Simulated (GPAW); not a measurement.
# Co (P6_3/mmc) in GPAW: band structure with optPBE-vdW

Aim: the band structure of Co with optPBE-vdW.

Program: GPAW 26.7.0. These are calculated values, not measurements. Logs are shortened: lines on timing, memory, paths and dates and some standing lists are left out, and cuts for length are marked. The log counts tension as positive stress, the text compression.

**1. The crystal as given**

It takes space group P6_3/mmc (No. 194, hexagonal). Conventional cell: a = 2.472 Å, b = 2.472 Å, c = 4.021 Å, α = 90.00°, β = 90.00°, γ = 120.00°. Around Co (site symmetry -6m2) lie 12 Co at 2.47 Å.

**2. Band structure, optPBE-vdW, collinear spin, ferromagnetic start**

Contents of run.py:

```python
from ase import Atoms
from ase.dft.bandgap import bandgap
from ase.io import write
from gpaw import GPAW, PW

atoms = Atoms(['Co', 'Co'],
              cell=[[2.4719999032, 0.0, 0.0],
                    [-1.2359999516, 2.1408147143, 0.0],
                    [0.0, 0.0, 4.02114408]],
              scaled_positions=[[0.6666666667, 0.3333333333, 0.75],
                                [0.3333333333, 0.6666666667, 0.25]],
              pbc=True)
atoms.set_initial_magnetic_moments([2.0, 2.0])

calc = GPAW(mode=PW(600),
            xc={'name': 'optPBE-vdW', 'backend': 'libvdwxc'},
            kpts={'size': (9, 9, 5), 'gamma': True},
            occupations={'name': 'fermi-dirac', 'width': 0.05},
            nbands=21,
            convergence={'density': 1e-05, 'energy': 1e-05},
            maxiter=150,
            txt='gpaw.txt')
atoms.calc = calc
energy = atoms.get_potential_energy()
forces = atoms.get_forces()
calc.write('gs.gpw')
write('result.traj', atoms)
print(f'Energy: {energy:.6f} eV')
print('Forces (eV/A):')
print(forces.round(4))
print('Moments:', calc.get_magnetic_moments().round(3))
print('Fermi level:', round(calc.get_fermi_level(), 4), 'eV')
print(f'Gap: {bandgap(calc)[0]:.4f} eV, direct: {bandgap(calc, direct=True)[0]:.4f} eV')

path = atoms.cell.bandpath('GMKGALHA,LM,KH', npoints=60, eps=1e-4)
bs_calc = calc.fixed_density(kpts=path, symmetry='off', nbands=31,
                             convergence={'bands': 'CBM+6.0', 'eigenstates': 1e-6}, txt='bands.txt')
bs = bs_calc.band_structure()
bs.write('bs.json')
print(f'Gap on the path: {bandgap(bs_calc)[0]:.4f} eV')
```

Potentials or basis: GPAW PAW data sets (gpaw-data 1.2.1), pw.

Command:

```bash
OMP_NUM_THREADS=1 python run.py
```

gpaw.txt:

```text
__  _  _
 | _ |_)|_||  |
 |__||  | ||/\| - 26.7.0

Input parameters:
  mode=PW(ecut=600.0),
  convergence={'density': 1e-05, 'energy': 1e-05},
  kpts=MonkhorstPack(size=(9, 9, 5), gamma=True),
  maxiter=150,
  nbands=21,
  occupations=Occupations(name='fermi-dirac', width=0.05),
  xc=XC(name='optPBE-vdW', backend='libvdwxc')

Diagonalizing LCAO Hamiltonian
Converting LCAO to pw mode

          Co

        Co

Atoms  # Å, Bohr magnetons
|   | symbol |         x |        y |        z |    initial magnetic moments |
|---|--------|-----------|----------|----------|-----------------------------|
| 0 |     Co |  1.236000 | 0.713605 | 3.015858 | ( 0.0000,  0.0000,  2.0000) |
| 1 |     Co | -0.000000 | 1.427210 | 1.005286 | ( 0.0000,  0.0000,  2.0000) |

Unit cell  # Å
| periodic |         x |        y |        z |  lengths |     angles |
|----------|-----------|----------|----------|----------|------------|
|      yes |  2.472000 | 0.000000 | 0.000000 | 2.472000 |  90.000000 |
|      yes | -1.236000 | 2.140815 | 0.000000 | 2.472000 |  90.000000 |
|      yes |  0.000000 | 0.000000 | 4.021144 | 4.021144 | 120.000000 |

Number of symmetries: 12
Symmetry operations  # r_c * U_cc + t_c -> r_c
|    | kind |            matrix            |
|----|------|------------------------------|
|  0 |  σ   |  1, 1, 0,  0,-1, 0,  0, 0, 1 |
|  1 |  S6  |  1, 1, 0, -1, 0, 0,  0, 0,-1 |
|  2 |  E   |  1, 0, 0,  0, 1, 0,  0, 0, 1 |
|  3 |  C2  |  1, 0, 0, -1,-1, 0,  0, 0,-1 |
|  4 |  C2  |  0, 1, 0,  1, 0, 0,  0, 0,-1 |
|  5 |  C3  |  0, 1, 0, -1,-1, 0,  0, 0, 1 |
|  6 |  S6  |  0,-1, 0,  1, 1, 0,  0, 0,-1 |
|  7 |  σ   |  0,-1, 0, -1, 0, 0,  0, 0, 1 |
|  8 |  σ   | -1, 0, 0,  1, 1, 0,  0, 0, 1 |
|  9 |  i   | -1, 0, 0,  0,-1, 0,  0, 0,-1 |
| 10 |  C3  | -1,-1, 0,  1, 0, 0,  0, 0, 1 |
| 11 |  C2  | -1,-1, 0,  0, 1, 0,  0, 0,-1 |

BZ-sampling:
  Number of BZ points: 405
  Number of IBZ points: 50

  Monkhorst-Pack size: [9, 9, 5]
  Monkhorst-Pack shift: [0, 0, 0]

K-points  # in reciprocal-cell coordinates
|     |                                coordinates |     weight |
|-----|--------------------------------------------|------------|
|   0 | (  0.00000000,   0.00000000,   0.00000000) | 0.00246914 |
|   1 | (  0.00000000,   0.00000000,   0.20000000) | 0.00493827 |
|   2 | (  0.00000000,   0.00000000,   0.40000000) | 0.00493827 |
|   3 | (  0.11111111,   0.00000000,  -0.40000000) | 0.01481481 |
|   4 | (  0.11111111,   0.00000000,  -0.20000000) | 0.01481481 |
|   5 | (  0.11111111,   0.00000000,   0.00000000) | 0.01481481 |
|   6 | (  0.11111111,   0.00000000,   0.20000000) | 0.01481481 |
|   7 | (  0.11111111,   0.00000000,   0.40000000) | 0.01481481 |
|   8 | (  0.22222222,  -0.11111111,   0.00000000) | 0.01481481 |
|   9 | (  0.22222222,  -0.11111111,   0.20000000) | 0.02962963 |
| ... |                                            |            |
|  49 | (  0.44444444,   0.44444444,   0.40000000) | 0.02962963 |

Plane wave coefficients: 738
Cutoff: 600.0 eV

Spin-components: 2 (collinear spins)
Bands:           21
Projectors:      12
Spin-degeneracy: 1
Datatype:        complex128

Parallelization:
  kpt:    1
  domain: 1
  band:   1

Density:
  Valence electrons: 18.0
  Components: 2
  Grid points: [14 14 24]
  Charge: 0.0  # |e|

Potential:
  Grid points: [14 14 24]

species:
  Co:
    name:    Cobalt
    Z:       27.0
    valence: 9
    core:    18
    charge:  0.0  # [|e|]
    compensation charges:
      type: gauss
      rc: 0.32  # [Å]
      lmax: 2
    cutoffs:
      filter: 1.87  # [Å]
      core: 2.55  # [Å]
    projectors
    | kind |    occ | energy [eV] | rcut [Å] |
    |------|--------|-------------|----------|
    |   4s |  2.000 |      -5.469 |    1.005 |
    |   4p |  0.000 |      -1.277 |    1.058 |
    |   3d |  7.000 |      -8.205 |    1.005 |
    |    s |        |      21.742 |    1.005 |
    |    p |        |      25.934 |    1.058 |
    |    d |        |      19.007 |    1.005 |

    Using partial waves for Co as LCAO basis

Reference energy: -75805.419811  # eV

eigensolver:
  PPCG
  Converge bands: occupied
  niter=2

density mixing:
  MSR1-Mixer
  Pratt-step length: 0.05
  Maximum mixing coefficient: 0.75
  Old densities: 10
  SVD Regularization: 0.005
  Good broyden scale: 1.0
  Trust region scale: 1.0
  Backstep threshold: 4.0
  History deletion threshold: 6.0
  Fourier metric: weight=20.0, sigma=0.015

occupation numbers:
  Fermi-Dirac:
    width: 0.0500  # eV

poisson solver:
  ecut: 4800.0  # eV

xc functional:
  name: vdW-optPBE with libvdwxc
  Mode: serial
  Semilocal: GGA_X_OPTPBE_VDW+LDA_C_PW with 2 nearest neighbor stencil
  Corresponding non-local functional: vdW-DF
  Local blocksize: 28 x 28 x 48
  PAW datasets: PBE

convergence criteria:
- Maximum integral of absolute [dens]ity change: 1e-05 electrons / valence electron
- Maximum [total energy] change in last 3 cyles: 1e-05 eV / valence electron
- Maximum integral of absolute [eigenst]ate change: 4e-08 eV^2 / valence electron
maximum number of iterations: 150

SCF iterations
|iter     | |      energy | eigst |  dens |  magmom |
|---------|-|-------------|-------|-------|---------|
|iter:   1| |  -43.136649 | +0.19 |       |  +4.0063|
|iter:   2| |  -43.154479 | -2.15 | -1.22 |  +3.9625|
|iter:   3| |  -43.281455 | -2.76 | -1.24 |  +3.3215|
|iter:   4| |  -43.295544 | -3.50 | -1.76 |  +3.0854|
|iter:   5| |  -43.296020 | -4.98 | -2.30 |  +3.0637|
|iter:   6| |  -43.296417 | -4.96 | -2.52 |  +3.0603|
|iter:   7| |  -43.296488 | -5.73 | -2.85 |  +3.0493|
|iter:   8| |  -43.296491c| -6.53 | -3.63 |  +3.0499|
|iter:   9| |  -43.296492c| -7.30 | -4.05 |  +3.0505|
|iter:  10| |  -43.296492c| -7.45c| -4.62 |  +3.0505|
|iter:  11| |  -43.296492c| -8.52c| -5.34c|  +3.0505|

Converged in 11 steps
Energy contributions relative to reference atoms: (reference = -75805.419811)

Energy contributions:
  Kinetic:          35.462668
  Coulomb:         -29.972477
  Zero:             -0.162291
  External:          0.000000
  Xc:              -48.615744
  Entropy:          -0.017295
  Spinorbit:         0.000000
  ----------------------------
  Free energy:     -43.305139
  Extrapolated:    -43.296492

dipole moment: (-0.000001, -0.000002, -0.000003)  # |e|*Ang

Total magnetic moment: (0.000000, 0.000000, 3.050541)

Local magnetic moments
|        x |        y |        z |
|----------|----------|----------|
| 0.000000 | 0.000000 | 1.598472 |  # Co   0
| 0.000000 | 0.000000 | 1.598472 |  # Co   1

Fermi level: 10.908
Eigenvalues  # (at kpt = [0.000, 0.000, 0.000])
| band index |      eig [eV] | occ [0-1] |      eig [eV] | occ [0-1] |
|------------|---------------|-----------|---------------|-----------|
|          0 |         1.904 |     1.000 |         1.887 |     1.000 |
|        ... |               |           |               |           |
|          3 |         8.354 |     1.000 |         9.864 |     1.000 |
|          4 |         8.354 |     1.000 |         9.864 |     1.000 |
|          5 |         8.671 |     1.000 |        10.233 |     1.000 |
|          6 |         8.671 |     1.000 |        10.233 |     1.000 |
|          7 |         9.044 |     1.000 |        10.705 |     0.983 |
|          8 |         9.044 |     1.000 |        10.705 |     0.983 |
[... 8 lines left out ...]
|         17 |        36.803 |     0.000 |        36.547 |     0.000 |
|         18 |        37.149 |     0.000 |        37.452 |     0.000 |
|        ... |               |           |               |           |
|         20 |        41.747 |     0.000 |        41.946 |     0.000 |

No gap
No difference between direct/indirect transitions

Forces  # eV/Ang
|       x |        y |        z |
|---------|----------|----------|
| 0.00000 | -0.00000 | -0.00011 |  # Co   0
| 0.00000 |  0.00000 |  0.00011 |  # Co   1

# Writing to gs.gpw (mode='')
```

stdout:

```text
Energy: -43.296492 eV
Forces (eV/A):
[[ 0.     -0.     -0.0001]
 [ 0.      0.      0.0001]]
Moments: [1.598 1.598]
Fermi level: 10.908 eV
Gap: 0.0000 eV, direct: 0.0000 eV
Gap on the path: 0.0000 eV
```

bands.txt:

```text
Diagonalizing LCAO Hamiltonian
Converting LCAO to pw mode
convergence criteria:
- Maximum integral of absolute [eigenst]ate change: 1e-06 eV^2 / valence electron
maximum number of iterations: 150

SCF iterations
|iter     | |      energy | eigst |  dens |  magmom |
|---------|-|-------------|-------|-------|---------|
[... 65 lines left out ...]
         [0.5       , 0.        , 0.125     ],
         [0.5       , 0.        , 0.        ],
         [0.33333333, 0.33333333, 0.        ],
         [0.33333333, 0.33333333, 0.1       ],
         [0.33333333, 0.33333333, 0.2       ],
         [0.33333333, 0.33333333, 0.3       ],
         [0.33333333, 0.33333333, 0.4       ],
         [0.33333333, 0.33333333, 0.5       ]])),
  maxiter=150,
  nbands=31,
  occupations=Occupations(name='fermi-dirac', width=0.05),
  symmetry=Symmetry(point_group=False, time_reversal=False),
  xc=XC(name='optPBE-vdW', backend='libvdwxc')
```

Wall time 25 s (1 thread of Intel Xeon 6975P-C (Granite Rapids), shared host); peak memory 0.24 GiB.

Results:

- Free energy: -43.3051 eV
- Band gap along the path: none (metal or under the smearing width)
- Net moment: 3.05 μB per cell
- Site moments: Co +1.60 μB

Levels at the corners of the path, in eV from the Fermi level:
Spin up:
| point | band 6 | band 7 | band 8 | band 9 | band 10 | band 11 | band 12 | band 13 |
| --- | --- | --- | --- | --- | --- | --- | --- | --- |
| Γ | -2.24 | -2.24 | -1.86 | -1.86 | -0.74 | -0.74 | -0.11 | 6.51 |
| M | -2.48 | -2.15 | -0.57 | -0.52 | -0.42 | 1.45 | 3.51 | 9.87 |
| K | -2.84 | -1.88 | -0.84 | -0.84 | -0.75 | 4.70 | 5.53 | 5.53 |
| Γ | -2.24 | -2.24 | -1.86 | -1.86 | -0.74 | -0.74 | -0.11 | 6.51 |
| A | -2.62 | -2.62 | -2.62 | -1.06 | -1.06 | -1.06 | -1.06 | 15.16 |
| L | -1.74 | -0.98 | -0.98 | -0.48 | -0.48 | 1.70 | 1.70 | 7.51 |
| H | -2.92 | -1.84 | -1.84 | -0.67 | -0.67 | 5.93 | 5.93 | 7.55 |
| A | -2.62 | -2.62 | -2.62 | -1.06 | -1.06 | -1.06 | -1.06 | 15.16 |
| L | -1.74 | -0.98 | -0.98 | -0.48 | -0.48 | 1.70 | 1.70 | 7.51 |
| M | -2.48 | -2.15 | -0.57 | -0.52 | -0.42 | 1.45 | 3.51 | 9.87 |
| K | -2.84 | -1.88 | -0.84 | -0.84 | -0.75 | 4.70 | 5.53 | 5.53 |
| H | -2.92 | -1.84 | -1.84 | -0.67 | -0.67 | 5.93 | 5.93 | 7.55 |
Spin down:
```csv
point,band 6,band 7,band 8,band 9,band 10,band 11
Γ,-0.68,-0.68,-0.20,-0.20,-0.18,1.04
M,-1.12,-0.71,1.18,1.29,1.35,2.59
K,-1.45,-0.40,0.87,0.87,1.03,5.43
Γ,-0.68,-0.68,-0.20,-0.20,-0.18,1.04
A,-1.10,-1.10,-1.10,0.68,0.68,0.68
L,-0.10,0.24,0.24,1.28,1.28,2.26
H,-1.81,-0.25,-0.25,1.06,1.06,6.52
A,-1.10,-1.10,-1.10,0.68,0.68,0.68
L,-0.10,0.24,0.24,1.28,1.28,2.26
M,-1.12,-0.71,1.18,1.29,1.35,2.59
K,-1.45,-0.40,0.87,0.87,1.03,5.43
H,-1.81,-0.25,-0.25,1.06,1.06,6.52
```

Caveat: the PAW data sets were made with another functional, which shifts forces and pressure a little.
